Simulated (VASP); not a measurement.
# Sr (Im-3m) in VASP: settings compared

One crystal, Sr, is run at these levels: PBE, LDA; tasks: electric field gradients.

Program: VASP 6.6.1. These are calculated values, not measurements. Logs are shortened: lines on timing, memory, paths and dates and some standing lists are left out, and cuts for length are marked.

## (1) Starting point

The structure is cubic, space group Im-3m (No. 229). The conventional cell has a = 4.850 Å, b = 4.850 Å, c = 4.850 Å, α = 90.00°, β = 90.00°, γ = 90.00°. Around Sr (site symmetry m-3m) lie 8 Sr at 4.20 Å.

This isn't the form of Sr at room conditions, which is fcc.

## (2) Electric field gradients, PBE

Contents of INCAR:

```
  PREC = Accurate
  ENCUT = 520
  EDIFF = 1E-8
  ISMEAR = -1
  SIGMA = 0.05
  LREAL = False
  LASPH = True
  NELM = 80
  ALGO = Fast
  ISIF = 2
  LWAVE = False
  LCHARG = False
  GGA = PE
  LEFG = True
  NBANDS = 11
```

Contents of KPOINTS:

```
regular mesh
0
Gamma
  5 5 5
```

Contents of POSCAR:

```
Sr
1.0
   -2.4250000000      2.4250000000      2.4250000000
    2.4250000000     -2.4250000000      2.4250000000
    2.4250000000      2.4250000000     -2.4250000000
Sr
1
Direct
    0.0000000000      0.0000000000      0.0000000000
```

Potentials or basis: VASP PAW PBE potentials, release 64 (Sr_sv).

Launch:

```bash
$ cat potpaw_PBE.64/Sr_sv/POTCAR > POTCAR
$ mpirun -np 1 vasp_std > vasp.out
```

OUTCAR:

```text
PREC = Accurate
   ENCUT = 520
   EDIFF = 1E-8
   ISMEAR = -1
   LREAL = False
   LASPH = True
   NELM = 80
   ISIF = 2
   GGA = PE

 ion  position               nearest neighbor table
   1  0.000  0.000  0.000-

  LATTYP: Found a body centered cubic cell.
 ALAT       =     4.8500000000

  Lattice vectors:

 A1 = (  -2.4250000000,   2.4250000000,   2.4250000000)
 A2 = (   2.4250000000,  -2.4250000000,   2.4250000000)
 A3 = (   2.4250000000,   2.4250000000,  -2.4250000000)

Analysis of symmetry for initial positions (statically):
=====================================================================
 Subroutine PRICEL returns:
 Original cell was already a primitive cell.

 Routine SETGRP: Setting up the symmetry group for a
 body centered cubic supercell.

 Subroutine GETGRP returns: Found 48 space group operations
 (whereof 48 operations were pure point group operations)
 out of a pool of 48 trial point group operations.

The static configuration has the point symmetry O_h .

Analysis of symmetry for dynamics (positions and initial velocities):
=====================================================================
 Subroutine PRICEL returns:
 Original cell was already a primitive cell.

 Routine SETGRP: Setting up the symmetry group for a
 body centered cubic supercell.

 Subroutine GETGRP returns: Found 48 space group operations
 (whereof 48 operations were pure point group operations)
 out of a pool of 48 trial point group operations.

The dynamic configuration has the point symmetry O_h .

 Subroutine INISYM returns: Found 48 space group operations
 (whereof 48 operations are pure point group operations),
 and found     1 'primitive' translations

----------------------------------------------------------------------------------------

                                     Primitive cell

  volume of cell :      57.0421

  direct lattice vectors                    reciprocal lattice vectors
    -2.425000000  2.425000000  2.425000000     0.000000000  0.206185567  0.206185567
     2.425000000 -2.425000000  2.425000000     0.206185567  0.000000000  0.206185567
     2.425000000  2.425000000 -2.425000000     0.206185567  0.206185567  0.000000000

  length of vectors
     4.200223208  4.200223208  4.200223208     0.291590425  0.291590425  0.291590425

  position of ions in fractional coordinates (direct lattice)
     0.000000000  0.000000000  0.000000000

  ion indices of the primitive-cell ions
   primitive index   ion index
                 1           1

----------------------------------------------------------------------------------------

 KPOINTS: regular mesh

Automatic generation of k-mesh.
 Grid dimensions read from file:
 generate k-points for:    5    5    5

 Generating k-lattice:

  Cartesian coordinates                     Fractional coordinates (reciprocal lattice)
     0.000000000  0.041237113  0.041237113     0.200000000  0.000000000  0.000000000
     0.041237113  0.000000000  0.041237113     0.000000000  0.200000000  0.000000000
     0.041237113  0.041237113  0.000000000     0.000000000  0.000000000  0.200000000

  Length of vectors
     0.058318085  0.058318085  0.058318085

  Shift w.r.t. Gamma in fractional coordinates (k-lattice)
     0.000000000  0.000000000  0.000000000

 Subroutine IBZKPT returns following result:
 ===========================================

 Found     10 irreducible k-points:

 Following reciprocal coordinates:
            Coordinates               Weight
  0.000000  0.000000  0.000000      1.000000
  0.200000  0.000000  0.000000     12.000000
  0.400000  0.000000  0.000000     12.000000
  0.200000  0.200000  0.000000     24.000000
  0.400000  0.200000 -0.000000     24.000000
  0.200000  0.200000  0.200000      8.000000
 -0.200000  0.200000  0.200000      6.000000
 -0.400000  0.400000  0.200000     24.000000
 -0.400000 -0.400000  0.200000      8.000000
 -0.400000  0.400000  0.400000      6.000000
   k-points           NKPTS =     10   k-points in BZ     NKDIM =     10   number of bands    NBANDS=     11
   number of dos      NEDOS =    301   number of ions     NIONS =      1
   total plane-waves  NPLWV =  32768
   dimension x,y,z NGX =    32 NGY =   32 NGZ =   32
   dimension x,y,z NGXF=    64 NGYF=   64 NGZF=   64
   ions per type =               1
   NGX,Y,Z   is equivalent  to a cutoff of  12.67, 12.67, 12.67 a.u.
   NGXF,Y,Z  is equivalent  to a cutoff of  25.33, 25.33, 25.33 a.u.
 SYSTEM =  unknown system
   PREC   = accura    normal or accurate (medium, high low for compatibility)
   ISTART =      0    job   : 0-new  1-cont  2-samecut
   ICHARG =      2    charge: 1-file 2-atom 10-const
   ISPIN  =      1    spin polarized calculation?
   LNONCOLLINEAR =      F non collinear calculations
   LSORBIT =      F    spin-orbit coupling
   LASPH  =      T    aspherical Exc in radial PAW
   ENCUT  =  520.0 eV  38.22 Ry    6.18 a.u.   7.81  7.81  7.81*2*pi/ulx,y,z
   NELM   =     80;   NELMIN=  2; NELMDL= -5     # of ELM steps
   EDIFF  = 0.1E-07   stopping-criterion for ELM
   LREAL  =      F    real-space projection
   EDIFFG = 0.1E-06   stopping-criterion for IOM
   NSW    =      0    number of steps for IOM
   IBRION =     -1    ionic relax: 0-MD 1-quasi-New 2-CG
   NFREE  =      0    steps in history (QN), initial steepest desc. (CG)
   ISIF   =      2    stress and relaxation
   ISYM   =      2    0-nonsym 1-usesym 2-fastsym
   POTIM  = 0.5000    time-step for ionic-motion
   TEBEG  =    0.0;   TEEND  =   0.0 temperature during run
   PSTRESS=    0.0 pullay stress
   NELECT =      10.0000    total number of electrons
   NUPDOWN=      -1.0000    fix difference up-down
   EMIN   =  10.00;   EMAX   =-10.00  energy-range for DOS
   EFERMI =   0.00;   METHOD = LEGACY
   ISMEAR =    -1;   SIGMA  =   0.05  broadening in eV -4-tet -1-fermi 0-gaus
   EFERMI_NEDOS =   21; number of points for ismear=-14 and -15
   IALGO  =     68    algorithm
   IMIX   =      4    mixing-type and parameters
     AMIX     =   0.40;   BMIX     =  1.00
     AMIX_MAG =   1.60;   BMIX_MAG =  1.00
  volume/ion in A,a.u.               =      57.04       384.94
  Fermi-wavevector in a.u.,A,eV,Ry     =   0.916241  1.731445 11.422060  0.839498
  Thomas-Fermi vector in A             =   2.041074
   LORBIT       =      0    0 simple, 1 ext, 2 COOP (PROOUT), +10 PAW based schemes
   GGA     = PE    functional components
   LHFCALC =     F    Hartree Fock is set to
   AEXX    =    0.0000 exact exchange contribution
   IVDW    =     0    specifies the selected vdW correction
   LEPSILON=     F    determine dielectric tensor
   LRPA    =     F    only Hartree local field effects (RPA)
 non-spin polarized calculation
 RMM-DIIS sequential band-by-band and
  energy-cutoff  :      520.00
  volume of cell :       57.04
 maximum number of plane-waves:      1545
   NGX = 15   NGY = 15   NGZ = 15

 number of electron      10.0000000 magnetization

 Free energy of the ion-electron system (eV)
  ---------------------------------------------------
  ext. energy  EPLUGINS =         0.00000000
  ---------------------------------------------------
  free energy    TOTEN  =        -1.63109437 eV

  energy without entropy =       -1.61430398  energy(sigma->0) =       -1.62269918

 E-fermi :   1.5163     XC(G=0):  -7.2384

 val. band max:        1.2471008539   @ k =  -0.4000   0.4000   0.4000
 cond. band min:       1.5706107730   @ k =  -0.4000  -0.4000   0.2000
 fundamental gap:      0.3235099190
 Fermi energy:         1.5163436377

 k-point     1 :       0.0000    0.0000    0.0000
  band No.  band energies     occupation
      1     -35.2215      2.00000
      2     -17.1136      2.00000
      3     -17.1136      2.00000
      4     -17.1136      2.00000
      5      -2.1222      2.00000
      6       3.7926      0.00000
      7       3.7926      0.00000
      8       3.7926      0.00000
      9       5.0765      0.00000
     10       5.0765      0.00000
     11       9.4008      0.00000

 k-point     2 :       0.2000    0.0000    0.0000
  band No.  band energies     occupation
      1     -35.2171      2.00000
      2     -17.1747      2.00000
      3     -17.1339      2.00000
      4     -17.1135      2.00000
      5      -1.4876      2.00000
      6       3.2159      0.00000
      7       3.3258      0.00000
      8       4.4136      0.00000
      9       4.7841      0.00000
     10       5.0898      0.00000
     11       9.5079      0.00000
[... 99 lines left out ...]
 k-point    10 :      -0.4000    0.4000    0.4000
  band No.  band energies     occupation
      1     -35.2007      2.00000
      2     -17.2362      2.00000
      3     -17.2261      2.00000
      4     -17.2261      2.00000
      5       1.2471      1.99087
      6       1.5957      0.33985
      7       4.3114      0.00000
      8       4.3114      0.00000
      9       4.3477      0.00000
     10       5.9747      0.00000
     11       7.3426      0.00000

------------------------ aborting loop because EDIFF is reached ----------------------------------------

  FORCE on cell =-STRESS in cart. coord.  units (eV):
  Direction    XX          YY          ZZ          XY          YZ          ZX
  --------------------------------------------------------------------------------------
  -------------------------------------------------------------------------------------
  Total       -0.1971667     -0.1971667     -0.1971667     -0.0000000     -0.0000000      0.0000000
  in kB       -5.5379481     -5.5379481     -5.5379481     -0.0000000     -0.0000000      0.0000000
  external PRESSURE =      -5.5379481 kB  Pullay stress =       0.0000000 kB

 VOLUME and BASIS-vectors are now :
 -----------------------------------------------------------------------------
  energy-cutoff  :      520.00
  volume of cell :       57.04
      direct lattice vectors                 reciprocal lattice vectors
    -2.425000000  2.425000000  2.425000000     0.000000000  0.206185567  0.206185567
     2.425000000 -2.425000000  2.425000000     0.206185567  0.000000000  0.206185567
     2.425000000  2.425000000 -2.425000000     0.206185567  0.206185567  0.000000000

 POSITION                                       TOTAL-FORCE (eV/Angst)
 -----------------------------------------------------------------------------------
      0.00000      0.00000      0.00000         0.000000      0.000000     -0.000000
 -----------------------------------------------------------------------------------
    total drift:                                0.000000      0.000000     -0.000000

  FREE ENERGIE OF THE ION-ELECTRON SYSTEM (eV)
  ---------------------------------------------------
  free  energy   TOTEN  =        -1.6310943668 eV

  energy  without entropy=       -1.6143039837  energy(sigma->0) =       -1.62269918

 Electric field gradients (V/A^2)
---------------------------------------------------------------------
 ion       V_xx      V_yy      V_zz      V_xy      V_xz      V_yz
---------------------------------------------------------------------
   1       0.000    -0.000    -0.000    -0.000    -0.000    -0.000
---------------------------------------------------------------------

 Electric field gradients after diagonalization (V/A^2)
 (convention: |V_zz| > |V_xx| > |V_yy|)
----------------------------------------------------------------------
 ion       V_xx      V_yy      V_zz     asymmetry (V_yy - V_xx)/ V_zz
----------------------------------------------------------------------
   1       0.000     0.000    -0.000       0.000
----------------------------------------------------------------------

           NMR quadrupolar parameters

 Cq : quadrupolar parameter    Cq=e*Q*V_zz/h
 eta: asymmetry parameters     (V_yy - V_xx)/ V_zz
 Q  : nuclear electric quadrupole moment in mb (millibarn)
----------------------------------------------------------------------
 ion       Cq(MHz)       eta       Q (mb)
----------------------------------------------------------------------
   1      -0.000       0.000       1.000
----------------------------------------------------------------------
```

Wall time 14 s (1 thread of Intel Xeon Platinum 8488C (Sapphire Rapids), shared host); peak memory 0.16 GiB.

Results:

```
Free energy            : -1.6311 eV
Pressure               : -0.6 GPa
Band gap on the k mesh : none (metal or under the smearing width)
```

Electric field gradients, principal values (V/Å²):
```csv
atom,Vxx,Vyy,Vzz
1 Sr,0.000,0.000,0.000
```

Caveat: the k mesh is coarse (spacing up to 0.37 Å⁻¹), so the values aren't converged.

(Part 1 of 2 ends here.)
